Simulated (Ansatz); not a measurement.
Ansatz input file:

```yaml
crystal:
  lattice:
    - [2.9614765721, -2.9670407458, 0.1816208973]
    - [2.9614765721, 2.9670407458, 0.1816208973]
    - [-0.3633243756, 0.0, 5.9243026098]
  atoms:
    - { symbol: Pb, position: [0.7499985725, 0.7499985725, 0.7499492225] }
    - { symbol: Pb, position: [0.2500014275, 0.2500014275, 0.2500507775] }
    - { symbol: S, position: [0.2500053769, 0.2500053769, 0.7498460568] }
    - { symbol: S, position: [0.7499946231, 0.7499946231, 0.2501539432] }
basis:
  ecutwfc: 420
kpoints:
  mp_grid: { grid: [8, 8, 6] }
  band_path:
    path:
      - [[0.0, 0.0, 0.0], [0.0, 0.5, 2.0e-08], [0.5, 0.49999997, 3.0e-08], [0.0, 0.0, 0.0], [0.0, 0.0, 0.5], [0.0, 0.5, 0.50000002], [0.5, 0.49999997, 0.50000003], [0.0, 0.0, 0.5]]
      - [[0.0, 0.5, 2.0e-08], [0.0, 0.5, 0.50000002]]
      - [[0.5, 0.49999997, 3.0e-08], [0.5, 0.49999997, 0.50000003]]
    npoints: 14
hamiltonian:
  xc: pbe
  dispersion: d3bj
scf:
  occupations: { method: gaussian, width: 0.02 }
  n_extra_bands: 10
output:
  forces: true
  stress: true
  eigenvalues: true
  populations: true
  dos: { projected: true, de: 0.02, nscf_kmesh: { grid: [12, 12, 9] } }
  bader: true
  write_density: true
  write_potential: true
  elf: true
  volumetric_format: npy
```

Command:
```bash
ansatz run input.yaml --threads 1 --pin off --max-ram 2560MiB --backend cpu --events-out ev --progress --plain --runs-dir out
```

Level of theory: Ansatz, DFT PBE+D3(BJ), scalar-relativistic, plane waves, PAW.

From the run's log, abridged:

```
Warning: the atoms were moved onto the symmetric positions of the space group found under crystal.symmetry.tolerance 1.0e-5 (fractional; ...
scf.n_extra_bands = 10 over 20 filled bands (N_el = 40.0): the run solves 30 bands
Pseudopotentials: kind: paw
Pseudopotential: Pb, paw, valence charge 14, recommended cutoff 420 eV (normal)
Pseudopotential: S, paw, valence charge 6, recommended cutoff 420 eV (normal)
Functional definition: PBE
Crystal: 4 atoms, lattice volume = 104.503 Å³
Basis set: ecut = 420 eV, 1999 PW (Γ), exchange–correlation on 60×60×80 points (8 copies of the dense FFT grid, shifted against one another)
Bands: 30, of which v1, the nominal top of the filled ones, is band 20 counted from 1 (19 counted from 0)
Symmetry: 16 space group operations
Space group: P4/nmm (ITA 129), of the structure as read, at distance tolerance 4.7e-5 Å
k-points: 60 of 384
Initial density: superposition of atomic densities (neutral atoms: chi_scale 0, normalization atom), corrected by the library's trained network
Initial wavefunctions: pseudopotential atomic-orbital guess
Functional: x = pbe(κ = 0.804, μ = 0.21951497), c = pbe(β = 0.06672455)
SCF iter   1: F=—  HF=-25620.506250 eV  |F-HF|=—  |Δ(HF+E_count)|=         —  Δρ=8.43e-4  dr2=1.08e-3  ethr=1.77e-3  ⟨swp⟩=7.8  Hψ=9379  notcnv=0  defer=3
SCF iter   2: F=—  HF=-25620.503426 eV  |F-HF|=—  |Δ(HF+E_count)|=   2.82e-3  Δρ=5.54e-4  dr2=4.41e-4  ethr=2.70e-6  ⟨swp⟩=2.2  Hψ=3699  notcnv=0  defer=174
SCF iter   3: F=—  HF=-25620.503445 eV  |F-HF|=—  |Δ(HF+E_count)|=   1.98e-5  Δρ=1.96e-4  dr2=6.27e-5  ethr=1.10e-6  ⟨swp⟩=2.6  Hψ=2502  notcnv=0  defer=174
SCF iter   4: F=—  HF=-25620.503322 eV  |F-HF|=—  |Δ(HF+E_count)|=   1.23e-4  Δρ=6.97e-5  dr2=3.76e-6  ethr=1.57e-7  ⟨swp⟩=2.0  Hψ=2032  notcnv=0  defer=174
SCF iter   5: F=-25620.503322 eV  HF=-25620.503322 eV  |F-HF|=1.55e-8  |Δ(HF+E_count)|=   3.18e-7  Δρ=9.47e-6  dr2=8.51e-8  ethr=9.39e-9  ⟨swp⟩=2.0  Hψ=2743  notcnv=0  defer=174
SCF iter   6: F=-25620.503322 eV  HF=-25620.503322 eV  |F-HF|=6.48e-10  |Δ(HF+E_count)|=   5.36e-8  Δρ=1.70e-6  dr2=6.19e-9  ethr=2.13e-10  ⟨swp⟩=11.4  Hψ=12477  notcnv=0
SCF 1 converged in 6 iterations: F = -25620.503322 eV  dr2 = 6.19e-9
SCF converged after 6 iterations
Free energy (F): -25620.503322 eV
Harris-Foulkes:  -25620.503322 eV  (|F-HF|=6.48e-10)
Internal energy: -25620.503322 eV  (E = F + TS)
E sigma→0 (E₀):  -25620.503322 eV
Fermi energy:    8.612000 eV
--- Per-component energies (eV) ---
  E_band       = -111.173636
  E_kinetic    = 787.406613
  E_local      = -2445.175066  (includes V_loc(G=0)·N_el)
  E_nonlocal   = 757.075179
  E_hartree    = 950.679630
  E_xc         = -637.212383
  E_vxc        = -441.173145  (∫ρ·V_xc dr)
  E_paw        = -22006.724310  (= ΣΔE_a)
  E_vpaw       = -670.665298  (= ΣTr[D̂ρ^β])
  E_aug_tail   = 0.000105  (compensation charges beyond the density's cutoff)
  E_ewald      = -3025.166069
  E_disp       = -1.387020  (pairwise vdW)
  E_smearing   =  0.000000  (= −TS)
--- Forces (eV/Å), atoms counted from 1 ---
  atom   1  Pb    -0.00004376     0.00000000     0.00071355
  atom   2  Pb     0.00004376     0.00000000    -0.00071355
  atom   3  S     -0.00007262     0.00000000     0.00118405
  atom   4  S      0.00007262     0.00000000    -0.00118405
--- Stress (GPa, compression-positive) ---
       -0.005447       0.000000      -0.000078
        0.000000      -0.005452       0.000000
       -0.000078       0.000000      -0.004181
  P = ⅓ Tr σ = -0.0050 GPa (-0.050 kbar)
--- Band table (eV; the first three rows and the last of 60) ---
  k-point 0: bands = ["-8.5395", "-8.4270", "-8.4019", "-8.4019", "-8.4017", "-8.3860", "-8.3858", "-8.3602", "-8.3414", "-8.3414", "-5.1576", "-3.4928", "1.2399", "2.3970", "3.2403", "4.9925", "4.9925", "6.2582", "6.2582", "6.2601", "12.2864", "13.6334", "13.6387", "13.6387", "13.9952", "14.1065", "14.1065", "15.1287", "15.1302", "15.1302"]
  k-point 1: bands = ["-8.5250", "-8.4253", "-8.4034", "-8.3981", "-8.3981", "-8.3912", "-8.3841", "-8.3619", "-8.3456", "-8.3456", "-5.0778", "-3.6454", "1.0935", "2.1365", "3.8448", "5.0704", "5.0704", "6.1672", "6.1672", "6.6735", "12.3841", "12.3874", "13.4220", "13.4220", "13.4505", "13.9617", "13.9617", "14.6167", "15.7106", "15.7106"]
  k-point 2: bands = ["-8.4880", "-8.4207", "-8.4096", "-8.4081", "-8.3874", "-8.3874", "-8.3794", "-8.3666", "-8.3571", "-8.3571", "-4.8410", "-4.0249", "1.0168", "1.6328", "5.1873", "5.2884", "5.2884", "5.9222", "5.9222", "7.3315", "10.7723", "12.1719", "12.6769", "13.2463", "13.2463", "13.6367", "13.6367", "13.8293", "16.9245", "16.9245"]
  k-point 59: bands = ["-8.4954", "-8.4954", "-8.3856", "-8.3856", "-8.3855", "-8.3855", "-8.3846", "-8.3846", "-8.3411", "-8.3411", "-3.4525", "-3.4525", "0.4963", "0.4963", "4.0074", "4.0074", "4.0107", "4.0107", "7.4019", "7.4019", "10.6152", "10.6152", "13.0842", "13.0842", "13.0906", "13.0906", "16.5690", "16.5690", "16.5754", "16.5754"]
--- Löwdin populations: 4 sites ---
  site symbol q [e]
     0     Pb     13.4792
     1     Pb     13.4792
     2      S      6.4616
     3      S      6.4616
  spilling = 0.002963 (of n_electrons = 40.000000)
--- Bader charges: 4 sites ---
  site symbol charge [e]  shift [e]
     0     Pb      0.9974     0.0000
     1     Pb      0.9974     0.0000
     2      S     -0.9974     0.0000
     3      S     -0.9974     0.0000
  estimated error of the sums over rays = 1.8e-4 e
```

The calculation finished and met its thresholds.

The run took 63 s on 1 thread of Arm Neoverse V1 (shared host), peak memory 0.5 GiB.

Spin–orbit coupling is left out, which can shift energies with elements as heavy as these.